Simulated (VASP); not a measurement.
# C in VASP: a series of runs

The runs below take C through single point, with LDA.

Everything below comes from runs of VASP 6.6.1. Logs are shortened: lines on timing, memory, paths and dates and some standing lists are left out, and cuts for length are marked.

### 1 Starting point

The cell holds a slab with vacuum, 8 atoms: a = 2.460 Å, b = 2.460 Å, c = 36.955 Å, α = 90.00°, β = 90.00°, γ = 120.00°.

The slab is cut from a database's or a generator's crystal, which needn't be the stable form of the element.

### 2 Single point, LDA

INCAR

```
SYSTEM = C
PREC = Accurate ; ENCUT = 750
EDIFF = 1E-7 ; ISMEAR = 1
SIGMA = 0.1 ; LREAL = .FALSE.
LASPH = .TRUE. ; NELM = 120
ALGO = Normal ; ISIF = 2
LWAVE = .FALSE. ; LCHARG = .FALSE.
LDIPOL = .TRUE. ; IDIPOL = 3
DIPOL = 0.5 0.5 0.500 ; NBANDS = 32
LVHAR = .TRUE. ; LVACPOTAV = .TRUE.
```

KPOINTS

```
Automatic mesh
0
G
  15 15 1
  0 0 0
```

POSCAR

```
C
1.0
    2.4599989204      0.0000000000      0.0000000000
   -1.2299994602      2.1304215583      0.0000000000
    0.0000000000      0.0000000000     36.9550000000
C
8
Direct
    0.6666666667      0.3333333333      0.2435394399
    0.3333333334      0.6666666667      0.2438411582
    0.6666666667      0.3333333333      0.4544405358
    0.3333333334      0.6666666667      0.4547422541
    0.3333333334      0.6666666667      0.5452577459
    0.0000000000      0.0000000000      0.5455594642
    0.3333333334      0.6666666667      0.7561588418
    0.0000000000      0.0000000000      0.7564605601
```

Potentials or basis: VASP PAW LDA potentials, release 64 (C).

Launch:

```sh
$ cat potpaw_LDA.64/C/POTCAR > POTCAR
$ mpirun -np 1 vasp_std > vasp.out
```

OUTCAR:

```text
SYSTEM = C
   PREC = Accurate
   ENCUT = 750
   EDIFF = 1E-7
   ISMEAR = 1
   LREAL = .FALSE.
   LASPH = .TRUE.
   NELM = 120
   ISIF = 2

 Found     27 irreducible k-points:

 Following reciprocal coordinates:
            Coordinates               Weight
  0.000000  0.000000  0.000000      1.000000
  0.066667 -0.000000  0.000000      6.000000
  0.133333  0.000000  0.000000      6.000000
  0.200000  0.000000  0.000000      6.000000
  0.266667  0.000000  0.000000      6.000000
  0.333333  0.000000  0.000000      6.000000
   k-points           NKPTS =     27   k-points in BZ     NKDIM =     27   number of bands    NBANDS=     32
   number of dos      NEDOS =    301   number of ions     NIONS =      8
   total plane-waves  NPLWV = 193536
   dimension x,y,z NGX =    24 NGY =   24 NGZ =  336
   dimension x,y,z NGXF=    48 NGYF=   48 NGZF=  672
   ions per type =               8
   NGX,Y,Z   is equivalent  to a cutoff of  16.22, 16.22, 15.12 a.u.
   NGXF,Y,Z  is equivalent  to a cutoff of  32.44, 32.44, 30.23 a.u.
 SYSTEM =  C
   PREC   = accura    normal or accurate (medium, high low for compatibility)
   ISTART =      0    job   : 0-new  1-cont  2-samecut
   ICHARG =      2    charge: 1-file 2-atom 10-const
   ISPIN  =      1    spin polarized calculation?
   LNONCOLLINEAR =      F non collinear calculations
   LSORBIT =      F    spin-orbit coupling
   LASPH  =      T    aspherical Exc in radial PAW
   ENCUT  =  750.0 eV  55.12 Ry    7.42 a.u.   5.49  5.49 82.52*2*pi/ulx,y,z
   NELM   =    120;   NELMIN=  2; NELMDL= -5     # of ELM steps
   EDIFF  = 0.1E-06   stopping-criterion for ELM
   LREAL  =      F    real-space projection
   EDIFFG = 0.1E-05   stopping-criterion for IOM
   NSW    =      0    number of steps for IOM
   IBRION =     -1    ionic relax: 0-MD 1-quasi-New 2-CG
   NFREE  =      0    steps in history (QN), initial steepest desc. (CG)
   ISIF   =      2    stress and relaxation
   ISYM   =      2    0-nonsym 1-usesym 2-fastsym
   POTIM  = 0.5000    time-step for ionic-motion
   TEBEG  =    0.0;   TEEND  =   0.0 temperature during run
   PSTRESS=    0.0 pullay stress
   NELECT =      32.0000    total number of electrons
   NUPDOWN=      -1.0000    fix difference up-down
   EMIN   =  10.00;   EMAX   =-10.00  energy-range for DOS
   EFERMI =   0.00;   METHOD = LEGACY
   ISMEAR =     1;   SIGMA  =   0.10  broadening in eV -4-tet -1-fermi 0-gaus
   EFERMI_NEDOS =   21; number of points for ismear=-14 and -15
   IALGO  =     38    algorithm
   IMIX   =      4    mixing-type and parameters
     AMIX     =   0.40;   BMIX     =  1.00
     AMIX_MAG =   1.60;   BMIX_MAG =  1.00
  volume/ion in A,a.u.               =      24.21       163.37
  Fermi-wavevector in a.u.,A,eV,Ry     =   0.898325  1.697589 10.979741  0.806988
  Thomas-Fermi vector in A             =   2.021020
   LORBIT       =      0    0 simple, 1 ext, 2 COOP (PROOUT), +10 PAW based schemes
   GGA     = CA    functional components
   LHFCALC =     F    Hartree Fock is set to
   AEXX    =    0.0000 exact exchange contribution
   IVDW    =     0    specifies the selected vdW correction
   LEPSILON=     F    determine dielectric tensor
   LRPA    =     F    only Hartree local field effects (RPA)
 non-spin polarized calculation
 Methfessel and Paxton  Order N= 1 SIGMA  =   0.10
  energy-cutoff  :      750.00
  volume of cell :      193.68
 maximum number of plane-waves:      9201
 NGX is ok and might be reduce to    24
   NGX = 11   NGY = 11   NGZ =165

 dipolmoment           0.000000      0.000000     -0.000000 electrons x Angstroem

 number of electron      31.9999997 magnetization

 dipolmoment           0.000000      0.000000      0.000000 electrons x Angstroem

 Free energy of the ion-electron system (eV)
  ---------------------------------------------------
  ext. energy  EPLUGINS =         0.00000000
  ---------------------------------------------------
  free energy    TOTEN  =       -80.80398142 eV

  energy without entropy =      -80.80247720  energy(sigma->0) =      -80.80348001

 E-fermi :  -1.2069     XC(G=0):  -4.5181

 val. band max:       -1.2079645984   @ k =   0.3333   0.3333   0.0000
 cond. band min:      -1.2064469840   @ k =   0.3333   0.3333   0.0000
 fundamental gap:      0.0015176144
 Fermi energy:        -1.2069388322

 k-point     1 :       0.0000    0.0000    0.0000
  band No.  band energies     occupation
      1     -20.6222      2.00000
      2     -20.5619      2.00000
      3     -20.5619      2.00000
      4     -20.4623      2.00000
      5      -9.3830      2.00000
      6      -8.8946      2.00000
[... 20 lines left out ...]
     27       6.7527      0.00000
     28       7.0968      0.00000

 k-point     2 :       0.0667   -0.0000    0.0000
  band No.  band energies     occupation
      1     -20.5169      2.00000
      2     -20.4572      2.00000
      3     -20.4572      2.00000
      4     -20.3581      2.00000
      5      -9.2547      2.00000
      6      -8.7681      2.00000
[... 20 lines left out ...]
     27       6.8801      0.00000
     28       7.1464      0.00000

 k-point     3 :       0.1333    0.0000    0.0000
  band No.  band energies     occupation
      1     -20.2016      2.00000
      2     -20.1436      2.00000
      3     -20.1436      2.00000
      4     -20.0460      2.00000
      5      -8.8716      2.00000
      6      -8.3908      2.00000
[... 20 lines left out ...]
     27       7.1152      0.00000
     28       7.1750      0.00000

 k-point     4 :       0.2000    0.0000    0.0000
  band No.  band energies     occupation
      1     -19.6787      2.00000
      2     -19.6234      2.00000
      3     -19.6234      2.00000
      4     -19.5282      2.00000
      5      -8.2399      2.00000
      6      -7.7700      2.00000
[... 20 lines left out ...]
     27       7.0430      0.00000
     28       7.0689      0.00000

 k-point     5 :       0.2667    0.0000    0.0000
  band No.  band energies     occupation
      1     -18.9521      2.00000
      2     -18.9007      2.00000
      3     -18.9007      2.00000
      4     -18.8089      2.00000
      5      -9.0031      2.00000
      6      -8.9985      2.00000
[... 20 lines left out ...]
     27       6.1291      0.00000
     28       6.7854      0.00000

 k-point     6 :       0.3333    0.0000    0.0000
  band No.  band energies     occupation
      1     -18.0290      2.00000
      2     -17.9824      2.00000
      3     -17.9824      2.00000
      4     -17.8948      2.00000
      5     -10.7604      2.00000
      6     -10.7481      2.00000
[... 20 lines left out ...]
     27       6.6347      0.00000
     28       6.7091      0.00000

 [... further k-points ...]

 [bands above 28 left out]

------------------------ aborting loop because EDIFF is reached ----------------------------------------

  FORCE on cell =-STRESS in cart. coord.  units (eV):
  Direction    XX          YY          ZZ          XY          YZ          ZX
  --------------------------------------------------------------------------------------
  -------------------------------------------------------------------------------------
  Total       -3.1929615     -3.1929615     -0.1912358      0.0000000      0.0000000      0.0000000
  in kB      -26.4137824    -26.4137824     -1.5819988      0.0000000      0.0000000      0.0000000
  external PRESSURE =     -18.1365212 kB  Pullay stress =       0.0000000 kB

 VOLUME and BASIS-vectors are now :
 -----------------------------------------------------------------------------
  energy-cutoff  :      750.00
  volume of cell :      193.68
      direct lattice vectors                 reciprocal lattice vectors
     2.459998920  0.000000000  0.000000000     0.406504243  0.234695334  0.000000000
    -1.229999460  2.130421558  0.000000000     0.000000000  0.469390669  0.000000000
     0.000000000  0.000000000 36.955000000     0.000000000  0.000000000  0.027059938

 POSITION                                       TOTAL-FORCE (eV/Angst)
 -----------------------------------------------------------------------------------
      1.23000      0.71014      9.00000         0.000000     -0.000000      0.198438
      0.00000      1.42028      9.01115         0.000000     -0.000000     -0.198345
      1.23000      0.71014     16.79385         0.000000     -0.000000      0.190593
      0.00000      1.42028     16.80500        -0.000000     -0.000000     -0.177698
      0.00000      1.42028     20.15000        -0.000000      0.000000      0.177698
      0.00000      0.00000     20.16115        -0.000000      0.000000     -0.190593
      0.00000      1.42028     27.94385        -0.000000      0.000000      0.198345
      0.00000      0.00000     27.95500        -0.000000      0.000000     -0.198438
 -----------------------------------------------------------------------------------
    total drift:                               -0.000000     -0.000000      0.000000

  FREE ENERGIE OF THE ION-ELECTRON SYSTEM (eV)
  ---------------------------------------------------
  free  energy   TOTEN  =       -80.8039814213 eV

  energy  without entropy=      -80.8024771951  energy(sigma->0) =      -80.80348001

 vacuum level on the upper side and lower side of the slab         3.328         3.328
```

Run time: 5.8 min. Hardware: 1 thread of AMD EPYC 9R45 (Zen 5), shared host; peak memory 0.41 GiB.

The run converged, but some of its settings lie outside the range that counts as converged, so its numbers aren't taken as properties of the slab.

Results:

```yaml
Free_energy: -80.8040 eV
Largest_force: 0.198 eV/Å
Band_gap_on_the_k_mesh: none (metal or under the smearing width)
Work_function_of_the_upper_face: 4.53 eV
Work_function_of_the_lower_face: 4.53 eV
```

### 3 Single point, LDA

This run uses another cell than the first one, of 15.04 Å³/atom, 0.621 times its volume.

Edit INCAR of step 2 so:

```diff
@@ -1,3 +1,3 @@
 SYSTEM = C
-PREC = Accurate ; ENCUT = 750
+PREC = Accurate ; ENCUT = 460
 EDIFF = 1E-7 ; ISMEAR = 1
```

KPOINTS

```
Automatic mesh
0
G
  10 10 1
  0 0 0
```

POSCAR

```
C
1.0
    2.4599989204      0.0000000000      0.0000000000
   -1.2299994602      2.1304215583      0.0000000000
    0.0000000000      0.0000000000     22.9550000000
C
8
Direct
    0.6666666667      0.3333333333      0.0871269876
    0.3333333334      0.6666666667      0.0876127205
    0.6666666667      0.3333333333      0.4266543237
    0.3333333334      0.6666666667      0.4271400566
    0.3333333334      0.6666666667      0.5728599434
    0.0000000000      0.0000000000      0.5733456763
    0.3333333334      0.6666666667      0.9123872795
    0.0000000000      0.0000000000      0.9128730124
```

Potentials or basis: VASP PAW LDA potentials, release 64 (C).

Launch:

```sh
$ cat potpaw_LDA.64/C/POTCAR > POTCAR
$ mpirun -np 1 vasp_std > vasp.out
```

Run time: 34 s. Hardware: 1 thread of AMD EPYC 9R45 (Zen 5), shared host; peak memory 0.15 GiB.

The run converged, but some of its settings lie outside the range that counts as converged, so its numbers aren't taken as properties of the slab.

What came out:

```
Free energy            : -80.7863 eV
Largest force          : 0.217 eV/Å
Band gap on the k mesh : 1.61 eV, direct
```

Caveat: the cutoff is under 1.25 times the usual one of these potentials, so pressure, stress and relaxed cells hold a basis-set (Pulay) error.
